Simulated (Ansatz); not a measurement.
## Ge2N, before and after

Recipe of this trial structure of Ge2N: random cell by space group and Wyckoff sites (Cmcm, No. 63). Lengths were set from tabulated atomic sizes, so they are only a guess.

POSCAR.start

```
Ge N
1.0
     2.89907   -2.56076    0.00000
     2.89907    2.56076    0.00000
     0.00000    0.00000    3.62540
Ge N
4 2
Cartesian
  4.0036 0.0000 0.0000
  1.7945 0.0000 1.8127
  1.7945 0.0000 0.0000
  4.0036 0.0000 1.8127
  2.8991 -2.3523 0.9064
  2.8991 2.3523 2.7191
```

Theory: DFT PBE, scalar-relativistic, plane waves, PAW in Ansatz. Cutoff 420 eV, Gaussian smearing, Γ-centred meshes. Cell and atoms relax first on a coarse mesh and then on a finer one. In between, the cell is made exact in the group found at 0.06 Å. In metals the finer mesh still leaves noise of several meV/atom or more. The steps can't lower the symmetry of their start. No spin polarisation.

POSCAR.end

```
Ge N
1.0
     2.65490   -3.63339    0.00000
     2.65490    3.63339    0.00000
     0.00000    0.00000    2.85498
Ge N
2 1
Direct
  0.19741 0.80259 0.00000
  0.80259 0.19741 0.00000
  0.00000 0.00000 0.50000
```

The symmetry goes from Cmcm (No. 63) to Cmmm (No. 65), and the primitive cell from 6 to 3 atoms. The volume per atom grows by 104.6 %, from 9.0 to 18.4 Å³. The shortest distance goes from 1.81 Å (Ge–Ge) to 2.02 Å (Ge–N). The energy falls by about 4.7 eV/atom (the start's value is from the coarse mesh). The end is written in a standard setting, so origin, axes and order of atoms can differ from the start's.

- Volume per atom: 18.36 Å³
- Density: 4.80 g/cm³
- Formation energy: +0.47 eV/atom
- Gap on the 12×12×16 mesh of the 3-atom cell: 0 eV (a metal)

Formation energies are uncorrected and refer to the elements' standard structures at the same level (N₂ as a molecule). The separate elements lie lower, so it is unstable against them.

The last run used Gaussian smearing of 0.10 eV. An odd number of electrons in the primitive cell allows no gap without spin; a larger cell or a magnetic state could open one. A structure relaxed within its symmetry needn't be a true minimum. In all, the 3 runs took 4.7 min on 1 thread of Arm Neoverse V2, on a shared host.
